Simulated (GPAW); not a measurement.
A run of GPAW 26.7.0:

Contents of run.py:

```python
import numpy as np
from ase.calculators.mixing import SumCalculator
from ase.dft.bandgap import bandgap
from ase.io import read, write
from ase.units import GPa
from dftd4.ase import DFTD4
from gpaw import GPAW, PW
from gpaw.spinorbit import soc_eigenstates

atoms = read('Mo.xyz')

calc = GPAW(mode=PW(600),
            xc='PBE',
            kpts={'size': (12, 12, 12), 'gamma': True},
            occupations={'name': 'fermi-dirac', 'width': 0.15},
            setups={'Mo': '6'},
            nbands=-9,
            convergence={'density': 1e-05, 'energy': 1e-05},
            maxiter=100,
            txt='gpaw.txt')
atoms.calc = SumCalculator([calc, DFTD4(method='pbe')])
energy = atoms.get_potential_energy()
forces = atoms.get_forces()
stress = atoms.get_stress()
calc.write('gs.gpw')
write('result.traj', atoms)
print(f'Energy: {energy:.6f} eV')
print('Forces (eV/A):')
print(forces.round(4))
print('Stress (GPa):', (stress / GPa).round(3))
print('Fermi level:', round(calc.get_fermi_level(), 4), 'eV')
print(f'Gap: {bandgap(calc)[0]:.4f} eV, direct: {bandgap(calc, direct=True)[0]:.4f} eV')

path = atoms.cell.bandpath('GHNGPH,PN', npoints=60, eps=1e-4)
bs_calc = calc.fixed_density(kpts=path, symmetry='off', nbands=-16,
                             convergence={'bands': 'CBM+6.0', 'eigenstates': 1e-6}, txt='bands.txt')
bs = bs_calc.band_structure()
bs.write('bs.json')
print(f'Gap on the path: {bandgap(bs_calc)[0]:.4f} eV')

soc = soc_eigenstates(bs_calc, theta=54.7, phi=45)
np.savetxt('soc_bands.dat', soc.eigenvalues(), fmt='%.4f')
mesh = soc_eigenstates('gs.gpw', theta=54.7, phi=45)
np.savetxt('soc_mesh.dat', mesh.eigenvalues(), fmt='%.4f')
print('Fermi level with spin-orbit coupling:', round(mesh.fermi_level, 4), 'eV')
```

Contents of Mo.xyz:

```xyz
1
Lattice="-1.5838089719 1.5838089719 1.5838089719 1.5838089719 -1.5838089719 1.5838089719 1.5838089719 1.5838089719 -1.5838089719" Properties=species:S:1:pos:R:3 pbc="T T T"
Mo     0.0000000000      0.0000000000      0.0000000000
```

Potentials or basis: GPAW PAW data sets (gpaw-data 1.2.1), other valence, pw.

Launch:

```sh
$ OMP_NUM_THREADS=1 python run.py
```

Hardware: 1 thread of Arm Neoverse V1 (shared host).

Task: Estimate the wall time of this run.

Result: It took 17 s on 1 thread of Arm Neoverse V1 (shared host), peak memory 0.21 GiB. Counts: scf iterations 13, plane waves 555, bands 12, k points 72.
